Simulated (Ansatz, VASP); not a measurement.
**Gd in VASP and in Ansatz**

Contents of INCAR:

```
SYSTEM = Gd
ALGO     = Normal         ! electronic algorithm
EDIFF    = 1E-7           ! SCF threshold, eV
ENCUT    = 520            ! plane-wave cutoff, eV
GGA      = PS             ! functional
ISIF     = 2              ! what is computed and relaxed
ISMEAR   = -1             ! smearing method
ISPIN    = 2              ! spin polarisation
LASPH    = .True.         ! aspherical terms in the spheres
LCHARG   = .False.        ! write CHGCAR
LDAU     = .True.         ! DFT+U
LDAUJ    = 0            
LDAUL    = 3              ! shell
LDAUPRINT= 1            
LDAUTYPE = 2            
LDAUU    = 6              ! U, eV
LMAXMIX  = 6              ! l up to which the mixer works
LORBIT   = 11             ! projections on sites
LREAL    = .False.        ! projectors in reciprocal space
LWAVE    = .False.        ! write WAVECAR
MAGMOM   = 7              ! initial moments
NBANDS   = 19             ! bands
NELM     = 150            ! most SCF steps
PREC     = Accurate       ! precision mode
SIGMA    = 0.05           ! smearing width, eV
```

Contents of KPOINTS:

```
k-points
0
Gamma
  9 9 9
  0 0 0
```

Contents of POSCAR:

```
Gd
1.0
   -2.0250000000      2.0250000000      2.0250000000
    2.0250000000     -2.0250000000      2.0250000000
    2.0250000000      2.0250000000     -2.0250000000
Gd
1
Direct
    0.0000000000      0.0000000000      0.0000000000
```

The input input.yaml:

```yaml
crystal:
  lattice:
    - [-2.025, 2.025, 2.025]
    - [2.025, -2.025, 2.025]
    - [2.025, 2.025, -2.025]
  atoms:
    - { symbol: Gd, position: [0.0, 0.0, 0.0], spin: 7.0 }
kpoints:
  mp_grid: { grid: [9, 9, 9] }
scf:
  occupations: { method: fermi_dirac, width: 0.05 }
hamiltonian:
  xc: pbesol
  pseudopotentials: { kind: all_electron, lapw: { basis_error: 0.001 } }
  hubbard:
    sites: [{ species: Gd, l: f, u_eff: 6 }]
    double_counting: fll
    projectors: ortho-atomic
magnetization:
  spin_polarized: true
output:
  forces: true
  stress: true
  eigenvalues: true
  dos: { projected: false, de: 0.1, e_range: [-20, 10] }
  hubbard: {}
```

Alike in both runs: functional PBEsol; k mesh 9 × 9 × 9; occupations fermi-dirac, width 0.05 eV; collinear spin; Hubbard terms Gd f U = 6.0 eV.

|  | VASP | Ansatz |
| --- | --- | --- |
| version | VASP 6.6.1 | Ansatz 0.2.0 |
| potentials or method | VASP PAW PBE potentials, release 64 (Gd) | all-electron LAPW, scalar-relativistic |
| plane-wave cutoff (eV) | 520 | see its input |
| task | single point | density of states |

VASP gave:

| Quantity | Value |
| --- | --- |
| gap on the k mesh at the Fermi level (eV) | none |
| pressure (GPa) | -1.8 |
| net moment per atom (μB) | 7.80 |
| size of the moment on the site where the two differ most (μB) | 7.14 |

Task: What did Ansatz give for the same quantities?

Result: gap on the k mesh at the Fermi level (eV): none; pressure (GPa): -1.9; net moment per atom (μB): 7.81; size of the moment on the site where the two differ most (μB): 7.61.

Site moments also hang on the region over which each program counts them. The programs project onto different local orbitals, so the same U acts differently. A gap of «none» marks a metal or a gap that the smearing closes. Ansatz ran all-electron here, so the differences hold the error of VASP's frozen core and of both bases.

Caveats: spin-orbit coupling is left out, which moves the levels of the heavy elements; the PAW data sets were made with another functional, which shifts forces and pressure a little (VASP); the magnetic state may not be the lowest (Ansatz); an open f shell can end in a state above the lowest (Ansatz); U is the effective U less J, on atomic orbitals that reach past the spheres (Ansatz); the density of states is complete only up to the lowest level of the last band computed (Ansatz). The state reached can hang on the start; a lower one may exist.
